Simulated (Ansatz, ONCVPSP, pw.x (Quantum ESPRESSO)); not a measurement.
# Ga (Z = 31): one change to the ONCV potential, in the atom and in the diamond crystal

```json
{"Element": "Ga", "Generator": "ONCVPSP 4.0.1", "Type": "optimised norm-conserving Vanderbilt (ONCV)", "Functional": "PBE", "Relativity": "scalar-relativistic", "Frozen core": "[Ar] 3d10", "Valence charge": "3", "Reference configuration": "4s2 4p1", "Partial waves": "4s: rc 1.70 bohr, ncon 5, nbas 8, qcut 3.6 1/bohr, 2 projectors, debl 1.2 Ha; 4p: rc 2.05 bohr, ncon 3, nbas 7, qcut 3.7 1/bohr, 2 projectors, debl 1.2 Ha; d scattering state at 0.06 Ha: rc 2.20 bohr, ncon 3, nbas 6, qcut 5 1/bohr, 2 projectors, debl 2.4 Ha", "Local potential": "polynomial inside 1.35 bohr (lpopt 5, dvloc0 1 Ha)", "Core correction": "Teter function, fcfact 2, rcfact 1.35"}
```

Change: core correction Teter function, fcfact 2, rcfact 1.1.

Cutoffs, loose and tight: the cutoffs (Ha) at which the residual kinetic energy of the hardest occupied pseudo-wave falls to 1 and 0.1 mHa per electron. They do not see the model core or the augmentation charge, which bear on the density cutoff. Test errors are all-electron minus pseudo excitation energies from the reference, over the configurations 4s2 4p0; 4s1 4p0; 4s2 4p0.5; 4s1 4p1; variants that change the core or the reference have their own tests.

Crystal test: diamond Ga in pw.x 7.5, no spin, 8³ k-points, Fermi–Dirac smearing 0.01 Ry, cutoffs set for each file from its atomic test. The reference is all-electron LAPW (Ansatz 0.2.0) with the same functional, mesh and smearing; V0 and B0 come from Birch–Murnaghan fits to the pressures at five volumes. Errors are pseudo minus all-electron; Δ is the rms difference of the E(V) curves that follow from these fits, minima aligned, over ±6 % about the mean V0. Mesh and smearing are coarse, so the numbers serve the comparison and aren't converged zero-temperature values; the lattice is a test structure that the element need not adopt.

All-electron: a0 = 5.883 Å (V0 = 25.45 Å³/atom), B0 = 36.2 GPa.

Question: Does the change bring the crystal closer to the all-electron result?

Answer: The mean pressure error goes from -0.41 to -0.23 GPa, so the change moves the solid closer to the all-electron pressures.

```json
{"quantity": "outcome (atom)", "base": "generated", "changed": "generated"}
{"quantity": "cutoff, loose (atom)", "base": "7.6 Ha", "changed": "7.6 Ha"}
{"quantity": "cutoff, tight (atom)", "base": "29 Ha", "changed": "29 Ha"}
{"quantity": "bound ghosts (atom)", "base": "none", "changed": "none"}
{"quantity": "largest test error (meV) (atom)", "base": "-59", "changed": "+30"}
{"quantity": "cutoffs in pw.x (Ry)", "base": "70/280", "changed": "70/280"}
{"quantity": "a0 (Å)", "base": "5.861", "changed": "5.871"}
{"quantity": "a0 error (%)", "base": "-0.37", "changed": "-0.21"}
{"quantity": "B0 error (%)", "base": "+2.8", "changed": "-0.5"}
{"quantity": "Δ (meV/atom)", "base": "2.3", "changed": "1.3"}
{"quantity": "mean pressure error (GPa)", "base": "-0.41", "changed": "-0.23"}
```

Base: The cutoffs count occupied waves only; projector 2 of the d channel, the hardest unoccupied one, needs 58 Ha at the loose tolerance. Changed file: The cutoffs count occupied waves only; projector 2 of the d channel, the hardest unoccupied one, needs 58 Ha at the loose tolerance.
